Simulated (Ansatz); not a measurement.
The system is Ti.

```xyz
2
Lattice="2.9500 0.0000 0.0000 -1.4750 2.5548 0.0000 0.0000 0.0000 4.6800" Properties=species:S:1:pos:R:3 pbc="T T T"
Ti    1.4750    0.8516    3.5100
Ti    0.0000    1.7032    1.1700
```

Below is the output of Ansatz 0.2.0 for this cell. Logs are shortened: lines on timing, memory, paths and dates and some standing lists are left out, and cuts for length are marked.

```text
Warning: RAYON_NUM_THREADS=2 ignored (pool sized by the plan → 2); use --threads N
Engine: ansatz 0.2.0, x86_64-unknown-linux-gnu
Pseudopotentials: kind: paw
Pseudopotential: Ti, paw, valence charge 12, recommended cutoff 420 eV (normal), Ti.paw.azcp
Functional definition: PBE
  parameter kappa = 0.804
  parameter beta = 0.06672455060314922
  exchange = pbe_x(kappa = kappa, mu = beta*pi^2/3)
  correlation = pbe_c(beta = beta)
Crystal: 2 atoms, lattice volume = 35.271 Å³
Basis set: ecut = 420 eV, 687 PW (Γ), exchange–correlation on 40×40×64 points (8 copies of the dense FFT grid, shifted against one another)
Bands: 16, of which v1, the nominal top of the filled ones, is band 12 counted from 1 (11 counted from 0)
Symmetry: 24 space group operations
Space group: P63/mmc (ITA 194), of the structure as read, at distance tolerance 3.3e-5 Å
k-points: 56 of 600
Non-local potential: Ti, projectors of the file, l = 0: 3, l = 1: 2, l = 2: 3, l = 3: 1
PAW form: soft (Blöchl's): semilocal exchange-correlation on the pseudo side does not see the compensation charge
PAW one-centre angular grid: Ti, 590 points (default); XC on 64 Gauss nodes
Initial density: superposition of atomic densities (neutral atoms: chi_scale 0, normalization atom), corrected by the library's trained network
Initial wavefunctions: pseudopotential atomic-orbital guess
Functional: x = pbe(κ = 0.804, μ = 0.2195149727645171), c = pbe(β = 0.06672455060314922)
SCF iter   1: F=—  HF=-4999.328295 eV  |F-HF|=—  |Δ(HF+E_count)|=         —  Δρ=5.16e-3  dr2=4.75e-3  ethr=1.77e-3  ⟨swp⟩=4.2  Hψ=3628  notcnv=0
preconditioner: auto → none  [insulator: Δε(μ)=0.021 eV  Ē_g=2.793 eV  σ=0.014 eV  W_gap=0.50  n_scr=8 (ndim 8)  ℏωp=17.7 eV  f_vac=0.000  D(μ)=4.77/eV (n_scr^D=72)  ε∞_Penn≈41.1]
SCF iter   2: F=—  HF=-4999.327257 eV  |F-HF|=—  |Δ(HF+E_count)|=   1.04e-3  Δρ=1.89e-3  dr2=3.84e-4  ethr=1.98e-5  ⟨swp⟩=2.9  Hψ=1959  notcnv=0  defer=11
SCF iter   3: F=—  HF=-4999.327531 eV  |F-HF|=—  |Δ(HF+E_count)|=   2.73e-4  Δρ=5.87e-4  dr2=3.81e-5  ethr=1.60e-6  ⟨swp⟩=2.2  Hψ=1148  notcnv=0  defer=11
SCF iter   4: F=—  HF=-4999.327593 eV  |F-HF|=—  |Δ(HF+E_count)|=   6.23e-5  Δρ=8.15e-5  dr2=1.90e-6  ethr=1.59e-7  ⟨swp⟩=2.0  Hψ=1112  notcnv=0  defer=11
iter 5 did not close the SCF: its close was put off for the readings that it lacked (scf_convergence_deferred on its scf_iter line)
SCF iter   5: F=-4999.327592 eV  HF=-4999.327592 eV  |F-HF|=6.46e-9  |Δ(HF+E_count)|=   5.80e-7  Δρ=1.04e-5  dr2=1.31e-8  ethr=7.92e-9  ⟨swp⟩=2.9  Hψ=1535  notcnv=0  defer=11
SCF iter   6: F=-4999.327592 eV  HF=-4999.327592 eV  |F-HF|=1.38e-10  |Δ(HF+E_count)|=   8.16e-9  Δρ=8.77e-7  dr2=1.67e-10  ethr=5.47e-11  ⟨swp⟩=4.3  Hψ=4319  notcnv=0
SCF 1 converged in 6 iterations: F = -4999.327592 eV  dr2 = 1.67e-10
  greatest PAW one-centre occupation: 0.999 electrons in one spin orbital (limit 2), on the Ti atom at site 1 (counted from 0), in its partial waves of l = 0
SCF converged after 6 iterations
Free energy (F): -4999.327592 eV
Harris-Foulkes:  -4999.327592 eV  (|F-HF|=1.38e-10)
Internal energy: -4999.327174 eV  (E = F + TS)
E sigma→0 (E₀):  -4999.327383 eV
Entropy (-TS):   -0.000419 eV (-0.209 meV/atom)
Fermi energy:    13.115257 eV
--- Per-component energies (eV) ---
  E_band       = -321.189219
  E_kinetic    = 543.850316
  E_local      = -1641.979793  (includes V_loc(G=0)·N_el)
  E_nonlocal   = 15.947602
  E_hartree    = 672.966577
  E_xc         = -194.679932
  E_vxc        = -243.526191  (∫ρ·V_xc dr)
  E_paw        = -2094.953325  (= ΣΔE_a)
  E_vpaw       = -341.415167  (= ΣTr[D̂ρ^β])
  E_aug_tail   = 0.000247  (compensation charges beyond the density's cutoff)
  E_ewald      = -2300.478866
  E_smearing   = -0.000419  (= −TS)
  E_closure    = 0.000000  (closes the sum)
  Σ components = -4999.327592   (vs F -4999.327592, Δ=0.00e0)
--- Forces (eV/Å), atoms counted from 1 ---
  atom   1  Ti     0.00000000    -0.00000000     0.00000000
  atom   2  Ti     0.00000000     0.00000000    -0.00000000
  max |Σ_I F_I| component: 7.40e-17 eV/Å
--- Stress (GPa, compression-positive) ---
       -1.328140      -0.000000       0.000000
        0.000000      -1.328140      -0.000000
        0.000000      -0.000000      -1.609309
  P = ⅓ Tr σ = -1.4219 GPa (-14.219 kbar)
--- Band table (eV; the first three rows and the last of 56) ---
  k-point 0: bands = ["-43.7087", "-43.5798", "-20.2942", "-19.6806", "-19.6806", "-19.6194", "-19.5847", "-19.5847", "6.9904", "10.4905", "13.8492", "13.9064", "13.9064", "14.0045", "14.3917", "14.3917"]
  k-point 1: bands = ["-43.7001", "-43.5885", "-20.2506", "-19.6742", "-19.6742", "-19.6664", "-19.5912", "-19.5912", "7.2198", "10.3535", "13.5063", "13.8150", "13.8150", "13.8798", "14.2736", "14.2736"]
  k-point 2: bands = ["-43.6767", "-43.6123", "-20.1305", "-19.7933", "-19.6567", "-19.6567", "-19.6088", "-19.6088", "7.8717", "9.7847", "13.1214", "13.5614", "13.7408", "13.7408", "14.0259", "14.0259"]
  k-point 55: bands = ["-43.5689", "-43.5689", "-20.1222", "-20.1222", "-19.9235", "-19.9235", "-19.7106", "-19.7106", "11.6386", "11.6386", "12.3533", "12.3533", "12.9018", "12.9018", "14.7686", "14.7686"]
```

Problem. What input gives this log?

Solution. Single point with PBE, no spin polarisation. The files as run (others can give the same):

input.yaml
```yaml
crystal:
  lattice:
    - [2.95, 0.0, 0.0]
    - [-1.475, 2.5547749412, 0.0]
    - [0.0, 0.0, 4.68]
  atoms:
    - { symbol: Ti, position: [0.6666666667, 0.3333333333, 0.75] }
    - { symbol: Ti, position: [0.3333333333, 0.6666666667, 0.25] }
hamiltonian:
  xc: pbe
  pseudopotentials: { kind: paw }
kpoints:
  mp_grid: { grid: [10, 10, 6] }
scf:
  occupations: { method: gaussian, width: 0.014 }
output:
  forces: true
  stress: true
  eigenvalues: true
  write_density: true
  write_potential: true
  elf: true
  volumetric_format: npy
```

Potentials or basis: Ansatz PAW.
Run with:
```console
$ ansatz run input.yaml --threads 2 --pin off --max-ram 5632MiB --backend cpu --events-out ev --progress --plain --runs-dir out
```
